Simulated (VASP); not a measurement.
Wanted: the native input for a VASP 6.6.1 run.

```yaml
Task: band structure
Functional: TB-mBJ
Potentials_or_basis: VASP PAW PBE potentials, release 64 (Ga_d, N)
Cutoff: 520 eV
k_mesh: 10 × 10 × 10
Occupations: gaussian, width 0.02 eV
Spin: no spin polarisation
Further_INCAR_settings: ALGO = Normal; EDIFF = 1e-06; NBANDS = 16
```

Crystal: GaN.

```
CELL_PARAMETERS angstrom
0.00000 2.24724 2.24724
2.24724 0.00000 2.24724
2.24724 2.24724 0.00000
ATOMIC_POSITIONS crystal
Ga 0.00000 0.00000 0.00000
N 0.25000 0.25000 0.25000
```

The cell is a database's computed one.

One way to write it, as run:

POSCAR

```
GaN
1.0
    0.0000000000      2.2472400000      2.2472400000
    2.2472400000      0.0000000000      2.2472400000
    2.2472400000      2.2472400000      0.0000000000
Ga N
1 1
Direct
    0.0000000000      0.0000000000      0.0000000000
    0.2500000000      0.2500000000      0.2500000000
```

INCAR.step1

```
ALGO = Normal ; EDIFF = 1E-5
ENCUT = 520 ; GGA = PE
ISIF = 2 ; ISMEAR = 0
LASPH = T ; LCHARG = F
LREAL = F ; LWAVE = T
NBANDS = 16 ; NELM = 80
PREC = Accurate ; SIGMA = 0.02
```

INCAR.step2

```
ALGO = Normal ; EDIFF = 1E-6
ENCUT = 520 ; ISIF = 2
ISMEAR = 0 ; ISTART = 1
LASPH = T ; LCHARG = F
LREAL = F ; LWAVE = F
METAGGA = MBJ ; NBANDS = 16
NELM = 80 ; PREC = Accurate
SIGMA = 0.02
```

KPOINTS

```
k-points
0
Gamma
  10 10 10
```

KPOINTS_OPT

```
path GXWKGLUWLK,UX
15
line-mode
reciprocal
 0.0000000000  0.0000000000  0.0000000000  G
 0.5000000000  0.0000000000  0.5000000000  X

 0.5000000000  0.0000000000  0.5000000000  X
 0.5000000000  0.2500000000  0.7500000000  W

 0.5000000000  0.2500000000  0.7500000000  W
 0.3750000000  0.3750000000  0.7500000000  K

 0.3750000000  0.3750000000  0.7500000000  K
 0.0000000000  0.0000000000  0.0000000000  G

 0.0000000000  0.0000000000  0.0000000000  G
 0.5000000000  0.5000000000  0.5000000000  L

 0.5000000000  0.5000000000  0.5000000000  L
 0.6250000000  0.2500000000  0.6250000000  U

 0.6250000000  0.2500000000  0.6250000000  U
 0.5000000000  0.2500000000  0.7500000000  W

 0.5000000000  0.2500000000  0.7500000000  W
 0.5000000000  0.5000000000  0.5000000000  L

 0.5000000000  0.5000000000  0.5000000000  L
 0.3750000000  0.3750000000  0.7500000000  K

 0.6250000000  0.2500000000  0.6250000000  U
 0.5000000000  0.0000000000  0.5000000000  X
```

Potentials or basis: VASP PAW PBE potentials, release 64 (Ga_d, N).

Launch:

```console
$ cat potpaw_PBE.64/Ga_d/POTCAR potpaw_PBE.64/N/POTCAR > POTCAR
$ cp INCAR.step1 INCAR
$ mpirun -np 1 vasp_std > vasp.out
$ cp INCAR.step2 INCAR
$ mpirun -np 1 vasp_std > vasp.out
```

Results of the run:

```json
{"Band gap on the k mesh": "2.92 eV, direct", "Band gap along the path": "2.92 eV, direct"}
```

It took 78 s on 1 thread of Intel(R) Xeon(R) Platinum 8488C (Sapphire Rapids) (shared host), peak memory 0.16 GiB.
